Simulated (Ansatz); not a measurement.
Wurtzite SiC at its r2SCAN geometry, run in the PAW code Ansatz at 4 levels of theory. Spin-unpolarised throughout; all numbers are computed.

The LDA input:
```yaml
crystal:
  lattice:
    - [3.0753562471, 0.0, 0.0]
    - [-1.5376781236, 2.6633366356, 0.0]
    - [0.0, 0.0, 5.0481080958]
  atoms:
    - { symbol: Si, position: [0.3333333333, 0.6666666667, -0.0004084052] }
    - { symbol: Si, position: [0.6666666667, 0.3333333333, 0.4995915948] }
    - { symbol: C, position: [0.3333333333, 0.6666666667, 0.3754084052] }
    - { symbol: C, position: [0.6666666667, 0.3333333333, 0.8754084052] }
kpoints:
  mp_grid: { grid: [12, 12, 6] }
  band_path:
    path:
      - [0.0, 0.0, 0.0]
      - [0.5, 0.0, 0.0]
      - [0.3333333333, 0.3333333333, 0.0]
      - [0.0, 0.0, 0.5]
      - [0.5, 0.0, 0.5]
      - [0.3333333333, 0.3333333333, 0.5]
    npoints: 1
hamiltonian:
  xc: lda
scf:
  occupations: { method: fixed }
  n_extra_bands: 5
output:
  forces: true
  stress: true
  eigenvalues: true
```

Main results, then, where recorded, the levels near the gap in eV from the Fermi energy (columns number the bands from 0), one row a point of the path (Γ, M, K, A, L, H):
```
Crystal: 4 atoms, lattice volume = 41.348 Å³
Symmetry: 12 space group operations
Space group: P63mc (ITA 186)
```
```
Basis set: ecut = 420 eV, 785 PW (Γ)
Bands: 13, of which v1, the nominal top of the filled ones, is band 8 counted from 1 (7 counted from 0)
k-points: 76 of 864 (time reversal used)
Free energy (F): -1704.382361 eV
Fermi energy:    9.399551 eV
--- Forces (eV/Å), atoms counted from 1 ---
  atom   1  Si      0.00000      0.00000    -0.00093
  atom   2  Si      0.00000      0.00000    -0.00093
  atom   3  C       0.00000      0.00000      0.00090
  atom   4  C       0.00000      0.00000      0.00090
--- Stress (GPa, compression-positive) ---
       -4.165707       0.000000       0.000000
        0.000000      -4.165707       0.000000
        0.000000       0.000000      -4.184841
  P = ⅓ Tr σ = -4.1721 GPa (-41.721 kbar)
```
```tsv
band_5	band_6	band_7	band_8	band_9	band_10
-0.113	0.000	0.000	4.761	6.208	6.567
-3.324	-3.313	-1.198	2.687	4.149	6.802
-4.053	-4.053	-3.844	2.163	8.043	8.751
-0.712	-0.712	-0.712	5.834	5.834	7.257
-2.448	-2.330	-2.330	3.221	3.221	5.157
-5.670	-1.740	-1.740	5.017	5.017	5.907
```

LDA gives an indirect gap of 2.16 eV, from Γ to K; the least direct gap is 3.88 eV at M.

r2SCAN. Against the first input these blocks differ (the band path and keys that only write files left aside):
```yaml
hamiltonian:
  xc: r2scan
```

```
Basis set: ecut = 500 eV, 1099 PW (Γ)
Bands: 13, of which v1, the nominal top of the filled ones, is band 8 counted from 1 (7 counted from 0)
k-points: 76 of 864 (time reversal used)
Free energy (F): -1782.651828 eV
Fermi energy:    9.525241 eV
--- Forces (eV/Å), atoms counted from 1 ---
  atom   1  Si      0.00000      0.00000      0.00114
  atom   2  Si      0.00000      0.00000      0.00114
  atom   3  C       0.00000      0.00000    -0.00116
  atom   4  C       0.00000      0.00000    -0.00116
--- Stress (GPa, compression-positive) ---
       -0.001399       0.000000       0.000000
        0.000000      -0.001399       0.000000
        0.000000       0.000000       0.008533
  P = ⅓ Tr σ = 0.0019 GPa (0.019 kbar)
```
```tsv
band_5	band_6	band_7	band_8	band_9	band_10
-0.112	0.000	0.000	5.365	6.750	7.191
-3.476	-3.360	-1.255	3.221	4.655	7.457
-4.178	-4.178	-3.983	2.653	8.836	9.555
-0.748	-0.748	-0.748	6.486	6.486	7.888
-2.558	-2.438	-2.438	3.713	3.713	5.789
-5.826	-1.819	-1.819	5.584	5.584	6.558
```

With r2SCAN the valence top lies at Γ and the conduction bottom at K, 2.65 eV higher; the smallest vertical gap, at M, is 4.48 eV. The mean stress is close to zero (0.00 GPa).

r2SCANh. Against the first input these blocks differ (the band path and keys that only write files left aside):
```yaml
kpoints:
  mp_grid: { grid: [6, 6, 4] }
hamiltonian:
  xc: r2scanh
```

```
Basis set: ecut = 500 eV, 1099 PW (Γ)
Bands: 13, of which v1, the nominal top of the filled ones, is band 8 counted from 1 (7 counted from 0)
k-points: 21 of 144 (time reversal used)
hybrid outer 1: dexx = +1.898e-4 eV, tail = 1.18e-7 eV
hybrid outer 2: dexx = +2.771e-9 eV, tail = 2.31e-9 eV, Δε = 6.96e-5 eV, ΔF = 1.26e-4 eV/Å
Free energy (F): -1782.451065 eV
Fermi energy:    9.170948 eV
--- Forces (eV/Å), atoms counted from 1 ---
  atom   1  Si      0.00000      0.00000    -0.01113
  atom   2  Si      0.00000      0.00000    -0.01113
  atom   3  C       0.00000      0.00000      0.01112
  atom   4  C       0.00000      0.00000      0.01112
--- Stress (GPa, compression-positive) ---
       -1.211698       0.000000       0.000000
        0.000000      -1.211698       0.000000
        0.000000       0.000000      -1.438746
  P = ⅓ Tr σ = -1.2874 GPa (-12.874 kbar)
```
```tsv
band_5	band_6	band_7	band_8	band_9	band_10
-0.110	0.000	0.000	6.030	7.454	7.892
-3.592	-3.455	-1.297	3.824	5.295	8.149
-4.315	-4.315	-4.117	3.230	9.568	10.311
-0.775	-0.775	-0.775	7.172	7.172	8.603
-2.644	-2.512	-2.512	4.329	4.329	6.439
-6.022	-1.875	-1.875	6.242	6.242	7.240
```

With r2SCANh the valence top lies at Γ and the conduction bottom at K, 3.23 eV higher; the smallest vertical gap, at M, is 5.12 eV. At this geometry r2SCANh finds -1.3 GPa, compression counted positive: its own equilibrium volume is smaller. (The program warns that its thresholds are loose for a hybrid's stress.)

PBE0. Against the first input these blocks differ (the band path and keys that only write files left aside):
```yaml
kpoints:
  mp_grid: { grid: [6, 6, 4] }
hamiltonian:
  xc: pbe0
```

```
Basis set: ecut = 420 eV, 785 PW (Γ)
Bands: 13, of which v1, the nominal top of the filled ones, is band 8 counted from 1 (7 counted from 0)
k-points: 21 of 144 (time reversal used)
hybrid outer 1: dexx = +7.623e-3 eV, tail = 9.10e-6 eV
hybrid outer 2: dexx = +8.769e-8 eV, tail = 5.00e-9 eV, Δε = 1.10e-3 eV, ΔF = 2.46e-4 eV/Å
Free energy (F): -1776.028930 eV
Fermi energy:    8.673582 eV
--- Forces (eV/Å), atoms counted from 1 ---
  atom   1  Si      0.00000      0.00000    -0.01810
  atom   2  Si      0.00000      0.00000    -0.01810
  atom   3  C       0.00000      0.00000      0.01809
  atom   4  C       0.00000      0.00000      0.01809
--- Stress (GPa, compression-positive) ---
       -1.171356       0.000000       0.000000
        0.000000      -1.171356       0.000000
        0.000000       0.000000      -1.681043
  P = ⅓ Tr σ = -1.3413 GPa (-13.413 kbar)
```
```tsv
band_5	band_6	band_7	band_8	band_9	band_10
-0.111	0.000	0.000	6.709	8.214	8.653
-3.663	-3.543	-1.324	4.474	6.002	8.866
-4.426	-4.426	-4.214	3.885	10.260	11.022
-0.792	-0.792	-0.792	7.864	7.864	9.376
-2.696	-2.552	-2.552	5.008	5.008	7.113
-6.184	-1.905	-1.905	6.939	6.939	7.942
```

The PBE0 gap is indirect, 3.88 eV (Γ to K), below the direct gap of 5.80 eV at M. With the atoms held, the mean pressure is -1.3 GPa (compression positive). (The program warns that its thresholds are loose for a hybrid's stress.)

The hybrids run on coarser meshes, which limits their stresses and small splittings of levels.

Totals of different functionals can't be compared.

The meshes of the hybrids are coarse, so their gaps aren't converged to the digits shown.
